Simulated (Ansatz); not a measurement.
## PbTiO3 (cubic perovskite): zone-centre phonons and dielectric response

Perturbation theory with PBEsol in the PAW code Ansatz on the PBEsol cell, ground state and force constants on a 6×6×6 mesh. No spin polarisation and no zero-point or thermal motion.

It is cubic, Pm-3m (No. 221); a = 3.919 Å in the conventional setting, 12.04 Å³ an atom. Pb has 12 O at 2.77 Å; Ti has 6 O at 1.96 Å; O has 2 Ti at 1.96 Å and 4 Pb at 2.77 Å.

Space group Pm-3m (No. 221). a = 3.919 Å, b = 3.919 Å, c = 3.919 Å, α = 90.00°, β = 90.00°, γ = 90.00°

| atom | site | symmetry | x | y | z |
| --- | --- | --- | --- | --- | --- |
| Pb | 1a | m-3m | 0.0000 | 0.0000 | 0.0000 |
| Ti | 1b | m-3m | 0.5000 | 0.5000 | 0.5000 |
| O | 3c | 4/mm.m | 0.5000 | 0.5000 | 0.0000 |

Optical modes without the longitudinal term (negative means imaginary):
```tsv
ω (cm⁻¹)	degeneracy	IR intensity, summed over the level ((D/Å)²/amu)
-158	3	241.27
104	3	12.47
227	3	0.00
484	3	36.84
```

One optical level at Γ is imaginary (158i cm⁻¹, printed negative), so this structure is unstable at this level. The program warns that the force constants, and all that is formed from them, aren't settled on this k mesh. Of the real levels 2 are infrared active, the strongest at 484 cm⁻¹.

The electronic dielectric tensor ε∞ is 8.60 in all directions. Born charges, averaged over directions: Pb +3.90, Ti +7.21, O -3.70 e.

For comparison, on the r2SCAN cell the mean ε∞ is 7.58 with r2SCAN (ground state on 6×6×6; least gap 1.92 eV), 8.45 with PBE (ground state on 6×6×6; least gap 1.63 eV).

Spin-orbit coupling is left out; in compounds of Pb, Bi, Tl or Hg it can lower a gap by up to about 1 eV, split its edges or invert the bands.
